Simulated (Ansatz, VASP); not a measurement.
# BaHfO3: VASP beside Ansatz

POSCAR

```
BaHfO3
1.0
    4.1770517733      0.0000000000      0.0000000000
    0.0000000000      4.1770517733      0.0000000000
    0.0000000000      0.0000000000      4.1770487555
Ba Hf O
1 1 3
Direct
    0.5000000000      0.5000000000      0.9979971618
    0.0000000000      0.0000000000      0.4979944599
    0.0000000000      0.5000000000      0.4980131256
    0.5000000000      0.0000000000      0.4980131256
    0.0000000000      0.0000000000      0.9980039171
```

INCAR.step1

```
SYSTEM = BaHfO3
PREC = Accurate
ENCUT = 520
ISMEAR = 0
SIGMA = 0.01
LREAL = .False.
LASPH = .True.
NELM = 100
NBANDS = 27
GGA = PE
ALGO = Normal
EDIFF = 1E-4
LWAVE = .True.
LCHARG = .False.
```

The input INCAR.step2:

```
SYSTEM = BaHfO3
PREC = Accurate
ENCUT = 520
EDIFF = 1E-6
ISMEAR = 0
SIGMA = 0.01
LREAL = .False.
LASPH = .True.
NELM = 100
ALGO = Normal
ISIF = 2
LWAVE = .False.
LCHARG = .False.
METAGGA = R2SCAN
LMIXTAU = .True.
NBANDS = 27
ISTART = 1
```

Contents of KPOINTS:

```
regular mesh
0
Gamma
  6 6 6
  0 0 0
```

Input for Ansatz:

```yaml
crystal:
  lattice:
    - [4.1770517733, 0.0, 0.0]
    - [0.0, 4.1770517733, 0.0]
    - [0.0, 0.0, 4.1770487555]
  atoms:
    - { symbol: Ba, position: [0.5, 0.5, 0.9979971618] }
    - { symbol: Hf, position: [0.0, 0.0, 0.4979944599] }
    - { symbol: O, position: [0.0, 0.5, 0.4980131256] }
    - { symbol: O, position: [0.5, 0.0, 0.4980131256] }
    - { symbol: O, position: [0.0, 0.0, 0.9980039171] }
kpoints:
  mp_grid: { grid: [6, 6, 6] }
  band_path:
    path:
      - [0.0, 0.0, 0.0]
      - [0.0, 0.5000001204, 0.0]
      - [0.5000001204, 0.5000001204, 0.0]
      - [0.5000001204, 0.5000001204, 0.4999997592]
    npoints: 1
hamiltonian:
  xc: r2scan
scf:
  occupations: { method: fixed }
  n_extra_bands: 5
output:
  forces: true
  stress: true
  eigenvalues: true
```

Alike in both runs: task single point; functional r2SCAN; k mesh 6 × 6 × 6; no spin polarisation.

|  | VASP | Ansatz |
| --- | --- | --- |
| version | VASP 6.6.1 | Ansatz 0.2.0 |
| potentials or method | VASP PAW PBE potentials, release 64 (Ba_sv, Hf_pv, O) | plane waves, PAW |
| plane-wave cutoff (eV) | 520 | 500 |
| occupations | gaussian, width 0.01 eV | fixed |
| valence electrons in the cell | 38 | 54 |

Ansatz gave:

| Item | Value |
| --- | --- |
| gap on the k mesh at the Fermi level (eV) | 4.19 |
| pressure (GPa) | 0.0 |

Question: Estimate VASP's values.

Answer: gap on the k mesh at the Fermi level (eV): 4.11; pressure (GPa): -0.7.

The two sets of potentials don't hold the same shells in valence. Ansatz warned: «structure_snapped_to_symmetry».

Caveats: the PAW data sets were made with another functional, which shifts forces and pressure a little (VASP); spin-orbit coupling is left out, which moves the levels of the heavy elements. r2SCAN opens gaps a little over a GGA but as a rule still falls short of measured ones. A k mesh can miss the band edges.
